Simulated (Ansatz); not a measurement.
ZrS₂ built on the CdI2 prototype, relaxed with r2SCAN+rVV10. The symmetry is P-3m1 (No. 164, trigonal); a = 3.674 Å, c = 5.857 Å in the conventional setting, 22.83 Å³ an atom. Zr is surrounded by 6 S at 2.57 Å; S is surrounded by 3 Zr at 2.57 Å.

```cif
data_structure
_symmetry_space_group_name_H-M 'P-3m1'
_symmetry_Int_Tables_number 164
_cell_length_a 3.6744
_cell_length_b 3.6744
_cell_length_c 5.8569
_cell_angle_alpha 90.000
_cell_angle_beta 90.000
_cell_angle_gamma 120.000
_cell_volume 68.48
loop_
_atom_site_label
_atom_site_type_symbol
_atom_site_symmetry_multiplicity
_atom_site_Wyckoff_symbol
_atom_site_fract_x
_atom_site_fract_y
_atom_site_fract_z
_atom_site_occupancy
Zr1 Zr 1 a 0.00000 0.00000 0.00000 1
S1 S 2 d 0.33333 0.66667 0.24623 1
```

3 runs of the plane-wave code Ansatz on this cell differ in the functional (and in the settings that go with it). Levels are in eV from each run's valence top; v1 is the last filled band, c1 the first empty one.

Run A, mean stress +0.9 GPa (compression positive):
```tsv
point	v5	v3	v1	c1	c2	c3
Γ	-3.02	-0.21	-0.01	1.80	1.80	2.67
M	-2.71	-2.56	-1.39	1.35	3.54	3.85
K	-3.52	-2.18	-1.54	2.45	3.46	3.46
A	-2.97	-1.88	-0.35	1.76	1.76	3.05
L	-3.39	-2.39	-0.84	1.18	3.53	3.85
H	-3.67	-2.14	-1.91	2.58	3.17	3.17
```

Run B, mean stress +0.1 GPa (compression positive):
```tsv
point	v5	v3	v1	c1	c2	c3
Γ	-3.28	-0.19	-0.01	3.06	3.06	3.99
M	-3.05	-2.81	-1.52	2.53	4.98	5.28
K	-3.87	-2.42	-1.76	3.75	4.85	4.85
A	-3.23	-2.05	-0.35	3.02	3.02	4.35
L	-3.78	-2.62	-0.94	2.35	4.95	5.29
H	-4.05	-2.39	-2.09	3.91	4.54	4.54
```

Run C, mean stress +0.1 GPa (compression positive):
```tsv
point	v5	v3	v1	c1	c2	c3
Γ	-3.22	-0.20	-0.01	2.37	2.37	3.28
M	-3.00	-2.75	-1.51	1.83	4.26	4.56
K	-3.80	-2.38	-1.72	3.05	4.13	4.13
A	-3.17	-2.00	-0.36	2.33	2.33	3.63
L	-3.71	-2.57	-0.94	1.67	4.24	4.56
H	-3.98	-2.34	-2.05	3.20	3.82	3.82
```

Question: Match the runs to r2SCAN, HSE06, PBE0.

Answer: A is r2SCAN, B is PBE0, C is HSE06. In order of the gap: r2SCAN 1.18, HSE06 1.67, PBE0 2.35 eV.

Calculated for a static, non-magnetic cell.

Spin-orbit coupling is left out.

The stress of a hybrid is loosely converged in these runs.

The meshes of the hybrids are coarse, so their gaps aren't converged to the digits shown.
